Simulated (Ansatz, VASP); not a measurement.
# ZnS: VASP beside Ansatz, part 2 of 2

Wanted: the spread between two codes on one cell, functional and k mesh. The cell is taken from a series of runs on this material, whose earlier steps may have relaxed, scaled, displaced or heated it; both programs get it as it stands.

VASP 6.6.1 and Ansatz 0.2.0.

So far: Set-up; Ansatz: zone-centre phonons, LDA.

## Step 3: VASP: zone-centre phonons, LDA

Level of this step: LDA; plane waves and PAW (S, Zn) (VASP).

The same cell, functional (in two slightly different forms) and mesh now go to VASP, with its own data sets.

Lines of VASP's logs that name or quote its potential files are left out, and so is its time.

Contents of INCAR:

```
SYSTEM = ZnS
PREC = Accurate
ENCUT = 500
EDIFF = 1E-08
NELM = 120
ISMEAR = 0
SIGMA = 0.01
LREAL = .FALSE.
ALGO = Normal
GGA = CA
NBANDS = 15
LORBIT = 11
LWAVE = .FALSE.
LCHARG = .FALSE.
ISIF = 2
IBRION = 8
LEPSILON = .TRUE.
LASPH = .TRUE.
GGA_COMPAT = .FALSE.
EFERMI = MIDGAP
KPAR = 2
```

Contents of POSCAR:

```
ZnS
1.0
    0.0000000000      2.5689070407      2.7434677889
    2.5689070407      0.0000000000      2.7434677889
    2.5689070407      2.5689070407      0.0000000000
S Zn
1 1
Direct
    0.0000000000      0.0000000000      0.0000000000
    0.7500000000      0.7500000000      0.7500000000
```

Contents of KPOINTS:

```
Automatic mesh
0
Gamma
12 12 12
0 0 0
```

PAW data sets: S and Zn (LDA family, release 64).

Command:

```
$ mpirun -np 2 vasp_std
```

Numbers of over 12 decimals in the logs are rounded to 6 here.

The program printed:

```text
[banner, memory and clock lines left out]
running    2 mpi-ranks, on    1 nodes
 distrk:  each k-point on    1 cores,    2 groups
 distr:  one band on    1 cores,    1 groups

 POSCAR found type information on POSCAR S Zn
 POSCAR found :  2 types and       2 ions
 LDA part: xc-table for (Slater(with rela. corr.)+CA(PZ))
 , standard interpolation
 POSCAR, INCAR and KPOINTS ok, starting setup
 FFT: planning ... GRIDC
 FFT: planning ... GRID_SOFT
 FFT: planning ... GRID
 WAVECAR not read
 entering main loop
       N       E                     dE             d eps       ncg     rms          rms(c)
DAV:   1     0.803024386034E+02    0.80302E+02   -0.85010E+03  4890   0.143E+03
DAV:   2    -0.352038692088E+01   -0.83823E+02   -0.78434E+02  5541   0.265E+02
DAV:   3    -0.858045917252E+01   -0.50601E+01   -0.50344E+01  6073   0.629E+01
DAV:   4    -0.863133060049E+01   -0.50871E-01   -0.50856E-01  5856   0.657E+00
DAV:   5    -0.863189449904E+01   -0.56390E-03   -0.56388E-03  6297   0.671E-01    0.804E+00
DAV:   6    -0.822160451445E+01    0.41029E+00   -0.82251E-01  7361   0.346E+01    0.613E+00
DAV:   7    -0.819055000012E+01    0.31055E-01   -0.26943E-01  5975   0.563E+00    0.290E+00
DAV:   8    -0.818428449003E+01    0.62655E-02   -0.62715E-03  7425   0.147E+00    0.675E-01
DAV:   9    -0.818368827669E+01    0.59621E-03   -0.13548E-03  5520   0.283E-01    0.796E-02
DAV:  10    -0.818370240026E+01   -0.14124E-04   -0.97516E-05  6157   0.992E-02    0.340E-02
DAV:  11    -0.818369973059E+01    0.26697E-05   -0.12112E-05  7616   0.790E-02    0.716E-03
DAV:  12    -0.818369981082E+01   -0.80234E-07   -0.13383E-06  5968   0.169E-02    0.331E-03
DAV:  13    -0.818369982324E+01   -0.12416E-07   -0.10033E-07  6325   0.397E-03    0.432E-04
DAV:  14    -0.818369982367E+01   -0.43542E-09   -0.25179E-09  3649   0.110E-03
   1 F= -.81836998E+01 E0= -.81836998E+01  d E =0.000000E+00
 Linear response reoptimize wavefunctions to high precision
DAV:   1    -0.818369982380E+01   -0.13279E-09   -0.58904E-10  4188   0.288E-04
DAV:   2    -0.818369982383E+01   -0.23874E-10   -0.10821E-10  2886   0.113E-04
 Linear response G [H, r] |phi>, progress :
  Direction:   1
       N       E                     dE             d eps       ncg     rms
RMM:   1    -0.482835554830E+02   -0.48284E+02    0.15294E+02  8270   0.740E+01
RMM:   2    -0.492947404969E+02   -0.10112E+01   -0.10135E+01  8384   0.269E+01
RMM:   3    -0.494918714084E+02   -0.19713E+00   -0.75243E-01  9209   0.659E+00
RMM:   4    -0.495003254209E+02   -0.84540E-02   -0.30146E-02  9394   0.138E+00
RMM:   5    -0.495005415125E+02   -0.21609E-03   -0.24569E-03  9593   0.332E-01
RMM:   6    -0.495006158919E+02   -0.74379E-04   -0.39010E-04  9619   0.921E-02
RMM:   7    -0.495006030516E+02    0.12840E-04   -0.33785E-05  9745   0.277E-02
RMM:   8    -0.495006059012E+02   -0.28496E-05   -0.20704E-05  9797   0.974E-03
RMM:   9    -0.495006043332E+02    0.15679E-05    0.61333E-06  8904   0.334E-03
RMM:  10    -0.495006044880E+02   -0.15481E-06    0.73879E-06  7295   0.142E-03
RMM:  11    -0.495006044202E+02    0.67812E-07    0.88233E-06  6398   0.587E-04
RMM:  12    -0.495006044195E+02    0.73708E-09    0.10453E-05  5507   0.332E-04
RMM:  13    -0.495006044071E+02    0.12445E-07    0.94966E-06  4923   0.215E-04
RMM:  14    -0.495006044075E+02   -0.49211E-09    0.98388E-06  4455   0.175E-04
RMM:  15    -0.495006044070E+02    0.57080E-09    0.80090E-06  4130   0.157E-04
RMM:  16    -0.495006044147E+02   -0.77364E-08    0.59640E-06  3823   0.151E-04
RMM:  17    -0.495006044157E+02   -0.98324E-09    0.23008E-06  3583   0.148E-04
RMM:  18    -0.495006044055E+02    0.10150E-07    0.45452E-06  3415   0.147E-04
 Linear response G [H, r] |phi>, progress :
  Direction:   2
       N       E                     dE             d eps       ncg     rms
RMM:   1    -0.451186341300E+02   -0.45119E+02    0.17482E+02  8234   0.750E+01
RMM:   2    -0.468251544476E+02   -0.17065E+01   -0.94385E+00  8350   0.262E+01
RMM:   3    -0.470104656708E+02   -0.18531E+00   -0.72423E-01  9130   0.639E+00
RMM:   4    -0.470164257471E+02   -0.59601E-02   -0.26380E-02  9450   0.136E+00
RMM:   5    -0.470169373855E+02   -0.51164E-03   -0.28014E-03  9563   0.330E-01
RMM:   6    -0.470169909586E+02   -0.53573E-04   -0.36234E-04  9612   0.918E-02
RMM:   7    -0.470169813370E+02    0.96216E-05   -0.43764E-05  9686   0.274E-02
RMM:   8    -0.470169832637E+02   -0.19267E-05   -0.23075E-05  9795   0.932E-03
RMM:   9    -0.470169814582E+02    0.18055E-05    0.15602E-05  8821   0.312E-03
RMM:  10    -0.470169815904E+02   -0.13221E-06    0.20129E-05  7215   0.128E-03
RMM:  11    -0.470169813606E+02    0.22974E-06    0.23411E-05  6338   0.523E-04
RMM:  12    -0.470169813649E+02   -0.42644E-08    0.25705E-05  5507   0.295E-04
RMM:  13    -0.470169813414E+02    0.23541E-07    0.25927E-05  4937   0.187E-04
RMM:  14    -0.470169813383E+02    0.30081E-08    0.27543E-05  4544   0.157E-04
[...]
RMM:   1    -0.528896457430E+00   -0.52890E+00   -0.19734E+00 18414   0.385E+00
RMM:   2    -0.554832125915E+00   -0.25936E-01   -0.13670E-02 25838   0.836E-01    0.139E+00
RMM:   3    -0.520519135778E+00    0.34313E-01   -0.23470E-02 25153   0.845E-01    0.729E-01
RMM:   4    -0.525812387775E+00   -0.52933E-02   -0.16276E-02 25750   0.703E-01    0.182E-01
[...]
RMM:   7    -0.561541010248E+00   -0.29308E-03   -0.13826E-05 15059   0.225E-02    0.191E-03
RMM:   8    -0.561545353922E+00   -0.43437E-05   -0.68082E-07 15788   0.486E-03    0.104E-03
RMM:   9    -0.561539058160E+00    0.62958E-05   -0.12384E-07 15976   0.164E-03    0.435E-04
RMM:  10    -0.561542954913E+00   -0.38968E-05   -0.25814E-08 14851   0.436E-04    0.188E-04
RMM:  11    -0.561542928651E+00    0.26261E-07   -0.66655E-09 12592   0.152E-04    0.352E-05
RMM:  12    -0.561542841986E+00    0.86666E-07    0.11011E-09 10993   0.894E-05    0.400E-06
 change of polarisation eV/A/(eV/A) component  3 :     0.328     0.036     1.069
 dielectric tensor                  component  3 :     1.637     0.178     6.344
 Linear response DOF=           4
 Linear response progress:
  Degree of freedom:   1/  4
       N       E                     dE             d eps       ncg     rms          rms(c)
RMM:   1    -0.105320480850E+00   -0.10532E+00    0.47791E-02 35900   0.232E+00
RMM:   2    -0.102658904141E+00    0.26616E-02   -0.50764E-03 22768   0.705E-01    0.175E-01
RMM:   3    -0.103062402419E+00   -0.40350E-03   -0.36962E-04 25017   0.156E-01    0.882E-02
RMM:   4    -0.103464656133E+00   -0.40225E-03   -0.52148E-05 25224   0.546E-02    0.170E-02
RMM:   5    -0.103480599610E+00   -0.15943E-04   -0.36934E-06 26277   0.133E-02    0.960E-03
RMM:   6    -0.103465467525E+00    0.15132E-04   -0.39618E-07 25893   0.414E-03    0.451E-03
RMM:   7    -0.103468226215E+00   -0.27587E-05   -0.57263E-08 25733   0.134E-03    0.762E-04
RMM:   8    -0.103468827824E+00   -0.60161E-06   -0.56131E-09 27466   0.324E-04    0.118E-04
RMM:   9    -0.103468371546E+00    0.45628E-06    0.23069E-09 26997   0.104E-04    0.412E-05
RMM:  10    -0.103468506118E+00   -0.13457E-06    0.68601E-11 26884   0.426E-05    0.863E-06
RMM:  11    -0.103468524963E+00   -0.18845E-07    0.10653E-09 26707   0.197E-05    0.534E-06
RMM:  12    -0.103468509246E+00    0.15717E-07    0.54814E-09 22923   0.879E-06    0.700E-07
RMM:  13    -0.103468511631E+00   -0.23851E-08    0.46732E-10 14782   0.530E-06    0.175E-07
 first order change of Fermi-energy   0.56624E-04
 force on displaced ion       1 direction 1 :  -7.108   0.000  -0.000
 Born effective charge ion    1 direction 1 :  -1.830   0.000   0.000
 Linear response progress:
  Degree of freedom:   2/  4
       N       E                     dE             d eps       ncg     rms          rms(c)
RMM:   1    -0.105676908009E+00   -0.10568E+00    0.58683E-02 20751   0.237E+00
RMM:   2    -0.103318134650E+00    0.23588E-02   -0.51204E-03 13556   0.692E-01    0.188E-01
RMM:   3    -0.103752233153E+00   -0.43410E-03   -0.38241E-04 14612   0.156E-01    0.936E-02
RMM:   4    -0.104179746857E+00   -0.42751E-03   -0.65680E-05 14764   0.583E-02    0.182E-02
RMM:   5    -0.104183539936E+00   -0.37931E-05   -0.46555E-06 15316   0.150E-02    0.969E-03
RMM:   6    -0.104168814006E+00    0.14726E-04   -0.39680E-07 15186   0.445E-03    0.524E-03
RMM:   7    -0.104173134005E+00   -0.43200E-05   -0.90140E-08 14896   0.151E-03    0.607E-04
RMM:   8    -0.104172931733E+00    0.20227E-06    0.45063E-10 15828   0.333E-04    0.159E-04
RMM:   9    -0.104172309442E+00    0.62229E-06    0.13068E-09 15490   0.117E-04    0.561E-05
RMM:  10    -0.104172484563E+00   -0.17512E-06   -0.13719E-09 15805   0.468E-05    0.139E-05
RMM:  11    -0.104172499191E+00   -0.14628E-07   -0.50150E-09 15484   0.217E-05    0.631E-06
RMM:  12    -0.104172479220E+00    0.19970E-07    0.30212E-09 14025   0.102E-05    0.217E-07
RMM:  13    -0.104172479392E+00   -0.17118E-09    0.23901E-09  9263   0.660E-06    0.131E-07
 first order change of Fermi-energy   0.36645E+00
 force on displaced ion       1 direction 3 :   0.000   0.000  -7.693
 Born effective charge ion    1 direction 3 :   0.000   0.000  -1.992
 Linear response progress:
  Degree of freedom:   3/  4
       N       E                     dE             d eps       ncg     rms          rms(c)
RMM:   1    -0.212407602547E+00   -0.21241E+00    0.52479E-03 20108   0.221E+00
RMM:   2    -0.210208071399E+00    0.21995E-02   -0.30895E-03 22767   0.492E-01    0.125E-01
RMM:   3    -0.210017088874E+00    0.19098E-03   -0.77731E-05 27151   0.721E-02    0.735E-02
RMM:   4    -0.209773852745E+00    0.24324E-03   -0.14078E-05 26902   0.285E-02    0.399E-03
RMM:   5    -0.209775569761E+00   -0.17170E-05   -0.34840E-07 28100   0.480E-03    0.154E-03
RMM:   6    -0.209780713335E+00   -0.51436E-05   -0.39399E-08 27912   0.148E-03    0.284E-04
RMM:   7    -0.209781344340E+00   -0.63101E-06   -0.68838E-09 28381   0.381E-04    0.119E-04
RMM:   8    -0.209781162683E+00    0.18166E-06   -0.27114E-09 27147   0.152E-04    0.288E-05
RMM:   9    -0.209781014627E+00    0.14806E-06   -0.75439E-11 28466   0.510E-05    0.127E-05
RMM:  10    -0.209780962361E+00    0.52266E-07   -0.37263E-11 28550   0.213E-05    0.113E-06
RMM:  11    -0.209780968362E+00   -0.60014E-08   -0.10129E-10 24181   0.914E-06    0.490E-07
 first order change of Fermi-energy  -0.16107E-04
 force on displaced ion       2 direction 1 :  -7.079   0.000   0.000
 Born effective charge ion    2 direction 1 :   1.829   0.000   0.000
 Linear response progress:
  Degree of freedom:   4/  4
       N       E                     dE             d eps       ncg     rms          rms(c)
RMM:   1    -0.212420505612E+00   -0.21242E+00    0.72465E-03 11984   0.219E+00
RMM:   2    -0.210696907907E+00    0.17236E-02   -0.29618E-03 13422   0.483E-01    0.134E-01
RMM:   3    -0.210504302769E+00    0.19261E-03   -0.74702E-05 15904   0.718E-02    0.783E-02
RMM:   4    -0.210264201379E+00    0.24010E-03   -0.14905E-05 15655   0.280E-02    0.557E-03
RMM:   5    -0.210261986232E+00    0.22151E-05   -0.37831E-07 16471   0.509E-03    0.155E-03
RMM:   6    -0.210266298775E+00   -0.43125E-05   -0.47866E-08 16356   0.156E-03    0.312E-04
RMM:   7    -0.210266822548E+00   -0.52377E-06   -0.74827E-09 16520   0.425E-04    0.133E-04
RMM:   8    -0.210267086504E+00   -0.26396E-06   -0.32579E-09 16374   0.172E-04    0.462E-05
RMM:   9    -0.210266858234E+00    0.22827E-06   -0.22311E-10 16420   0.554E-05    0.194E-05
RMM:  10    -0.210266821935E+00    0.36299E-07   -0.43533E-11 16858   0.199E-05    0.165E-06
RMM:  11    -0.210266822986E+00   -0.10505E-08   -0.73607E-11 13358   0.864E-06    0.825E-07
 first order change of Fermi-energy  -0.36582E+00
 force on displaced ion       2 direction 3 :  -0.000  -0.000  -7.649
 Born effective charge ion    2 direction 3 :   0.000   0.000   1.992
 Born effective charges drift removed
 Linear response finished
```

OUTCAR, selected parts (step 3):

```text
ion  position               nearest neighbor table
   1  0.000  0.000  0.000-   2 2.28   2 2.28   2 2.28   2 2.28
   2  0.750  0.750  0.750-   1 2.28   1 2.28   1 2.28   1 2.28

  LATTYP: Found a body centered tetragonal cell.
 ALAT       =     3.6329831774
 C/A-ratio  =     1.5103113089

 Subroutine GETGRP returns: Found  8 space group operations
 (whereof  8 operations were pure point group operations)

The static configuration has the point symmetry D_2d.

 Found    163 irreducible k-points:

   k-points           NKPTS =    163   k-points in BZ     NKDIM =    163   number of bands    NBANDS=     15

   dimension x,y,z NGX =    28 NGY =   28 NGZ =   28
   dimension x,y,z NGXF=    56 NGYF=   56 NGZF=   56

   ENCUT  =  500.0 eV  36.75 Ry    6.06 a.u.   6.85  6.85  6.62*2*pi/ulx,y,z

   NELECT =      18.0000    total number of electrons

 k-points in reciprocal lattice and weights: Automatic mesh
   0.00000000  0.00000000  0.00000000       0.001
   0.08333333  0.00000000  0.00000000       0.005
   0.16666667  0.00000000  0.00000000       0.005
   0.25000000  0.00000000  0.00000000       0.005
   0.33333333 -0.00000000  0.00000000       0.005
   0.41666667  0.00000000  0.00000000       0.005
   0.50000000  0.00000000  0.00000000       0.002
   0.08333333  0.08333333  0.00000000       0.001
   0.16666667  0.08333333  0.00000000       0.005
[...]
-0.33333333  0.16666667  0.50000000       0.002
  -0.25000000  0.25000000  0.50000000       0.001

 average (electrostatic) potential at core
       1 -88.5485       2 -36.8660

  Total        0.8090677      0.8090677      0.0677569      0.0000000      0.0000000      0.0000000
  in kB       35.7988284     35.7988284      2.9980400      0.0000000      0.0000000      0.0000000
  external PRESSURE =      24.8652323 kB  Pullay stress =       0.0000000 kB

  energy-cutoff  :      500.00
  volume of cell :       36.21
      direct lattice vectors                 reciprocal lattice vectors
     0.000000000  2.568907041  2.743467789    -0.194635303  0.194635303  0.182251092
     2.568907041  0.000000000  2.743467789     0.194635303 -0.194635303  0.182251092
     2.568907041  2.568907041  0.000000000     0.194635303  0.194635303 -0.182251092

 POSITION                                       TOTAL-FORCE (eV/Angst)
 -----------------------------------------------------------------------------------
      0.00000      0.00000      0.00000         0.000000      0.000000     -0.000000
      3.85336      3.85336      4.11520        -0.000000     -0.000000      0.000000
 -----------------------------------------------------------------------------------
    total drift:                                0.000001      0.000001     -0.000000

 MACROSCOPIC STATIC DIELECTRIC TENSOR (including local field effects in DFT)
 ------------------------------------------------------
           6.062790     0.000000     0.000000
           0.000000     6.062790     0.000000
          -0.000000    -0.000000     6.344178
 ------------------------------------------------------

 PIEZOELECTRIC TENSOR (including local field effects)  for field in x, y, z        (C/m^2)
          XX          YY          ZZ          XY          YZ          ZX
  --------------------------------------------------------------------------------
  x     0.00000    -0.00000    -0.00000     0.00000    -0.67430     0.00000
  y    -0.00000     0.00000    -0.00000     0.00000     0.00000    -0.67430
  z     0.00000     0.00000     0.00000    -0.60570     0.00000     0.00000

 BORN EFFECTIVE CHARGES (including local field effects) (in |e|, cummulative output)
 ---------------------------------------------------------------------------------
 ion    1
    1    -1.82950     0.00000     0.00000
    2     0.00000    -1.82950     0.00000
    3     0.00000     0.00000    -1.99201
 ion    2
    1     1.82950     0.00000    -0.00000
    2     0.00000     1.82950     0.00000
    3     0.00000     0.00000     1.99201

 Eigenvectors and eigenvalues of the dynamical matrix
 ----------------------------------------------------

   1 f  =    9.339296 THz    58.680527 2PiTHz  311.525378 cm-1    38.624207 meV
             X         Y         Z           dx          dy          dz
      0.000000  0.000000  0.000000     0.000000    0.000000    0.819892
      3.853361  3.853361  4.115202     0.000000    0.000000   -0.572518

   2 f  =    8.979596 THz    56.420466 2PiTHz  299.527082 cm-1    37.136608 meV
             X         Y         Z           dx          dy          dz
      0.000000  0.000000  0.000000     0.819677    0.000000    0.000000
      3.853361  3.853361  4.115202    -0.572826    0.000000    0.000000

   3 f  =    8.979596 THz    56.420466 2PiTHz  299.527082 cm-1    37.136608 meV
             X         Y         Z           dx          dy          dz
      0.000000  0.000000  0.000000     0.000000    0.819677    0.000000
      3.853361  3.853361  4.115202     0.000000   -0.572826    0.000000

   4 f/i=    0.008612 THz     0.054112 2PiTHz    0.287273 cm-1     0.035617 meV
             X         Y         Z           dx          dy          dz
      0.000000  0.000000  0.000000    -0.572826    0.000000    0.000000
      3.853361  3.853361  4.115202    -0.819677    0.000000    0.000000

   5 f/i=    0.008612 THz     0.054112 2PiTHz    0.287273 cm-1     0.035617 meV
             X         Y         Z           dx          dy          dz
      0.000000  0.000000  0.000000     0.000000   -0.572826    0.000000
      3.853361  3.853361  4.115202     0.000000   -0.819677    0.000000

   6 f/i=    0.012463 THz     0.078309 2PiTHz    0.415728 cm-1     0.051544 meV
             X         Y         Z           dx          dy          dz
      0.000000  0.000000  0.000000     0.000000    0.000000   -0.572518
      3.853361  3.853361  4.115202     0.000000    0.000000   -0.819892

 MACROSCOPIC STATIC DIELECTRIC TENSOR IONIC CONTRIBUTION
 ------------------------------------------------------
           2.358010     0.000000    -0.000000
           0.000000     2.358010    -0.000000
          -0.000000    -0.000000     2.585061
 ------------------------------------------------------

 ELASTIC MODULI CONTR FROM IONIC RELAXATION (kBar)
 Direction    XX          YY          ZZ          XY          YZ          ZX
 --------------------------------------------------------------------------------
 XX           0.0000      0.0000      0.0000      0.0000      0.0000      0.0000
 YY           0.0000      0.0000      0.0000      0.0000      0.0000      0.0000
 ZZ           0.0000      0.0000      0.0000      0.0000      0.0000      0.0000
 XY           0.0000      0.0000      0.0000   -366.6883      0.0000      0.0000
 YZ           0.0000      0.0000      0.0000      0.0000   -349.4122      0.0000
 ZX           0.0000      0.0000      0.0000      0.0000      0.0000   -331.4028
 --------------------------------------------------------------------------------

 PIEZOELECTRIC TENSOR IONIC CONTR  for field in x, y, z        (C/m^2)
          XX          YY          ZZ          XY          YZ          ZX
  --------------------------------------------------------------------------------
  x     0.00000     0.00000     0.00000    -0.00000     0.85411     0.00000
  y     0.00000     0.00000     0.00000    -0.00000     0.00000     0.83181
  z     0.00000     0.00000     0.00000     0.91613     0.00000    -0.00000
```

The dielectric response converges more slowly with the mesh than energies do, so tensor and charges may still move on a finer one.

## Step 4: Differences

Known differences besides the potentials themselves: the two LDA forms differ slightly; fixed occupations in Ansatz, narrow Gaussian smearing in VASP; VASP's response is taken on the typed mesh, Ansatz refines its own for the field response alone; the cutoff is 420 eV in Ansatz and 500 eV in VASP; VASP's log shows a relativistic correction to its local exchange, Ansatz's none. Total energies have different zeros and are not compared.

Compared:

```csv
quantity,Ansatz,VASP,difference
ε∞ xx,6.11,6.06,+0.76 %
ε∞ yy,6.11,6.06,+0.76 %
ε∞ zz,6.40,6.34,+0.90 %
Born charge of S1 (mean of the diagonal) (e),-1.87,-1.88,+0.01
Born charge of Zn2 (mean of the diagonal) (e),1.87,1.88,-0.01
optical mode 1 to 2 (cm⁻¹),297.9,299.5,-0.53 %
optical mode 3 (cm⁻¹),310.1,311.5,-0.47 %
```

Modes are paired by rising frequency, not by their patterns, so a pair may set unlike modes beside each other; they are those without the splitting of longitudinal modes.

## Step 5: Results

```yaml
r_m_s_difference_of_the_optical_zone_centre_modes_each_program_s_sorted_by_frequency_zone_centre_phonons_lda: 1.5 cm⁻¹
difference_in_eps_infinity_zz_zone_centre_phonons_lda: +0.9 %
```

What this shows: The r.m.s. difference of the optical zone-centre modes, each program's sorted by frequency is 1.5 cm⁻¹ (zone-centre phonons, LDA). Among the rows given in per cent, the largest difference of the zone-centre phonons, LDA pair is in ε∞ zz, +0.9 %. How closely two codes agree says nothing of how well the functional describes the real material.

[Lines on the potential files, build, host, timing and source positions are cut from VASP's logs without a mark.]

[Logs are printed without paths, hosts, clocks, repeated set-up lines and the standing remarks that a program may print on its own settings, such as how far it seeks lower states.]

[Hosts, paths, dates, database ids (printed as entryN), source tags and the programs' standing remarks are cut or masked in the printed files.]
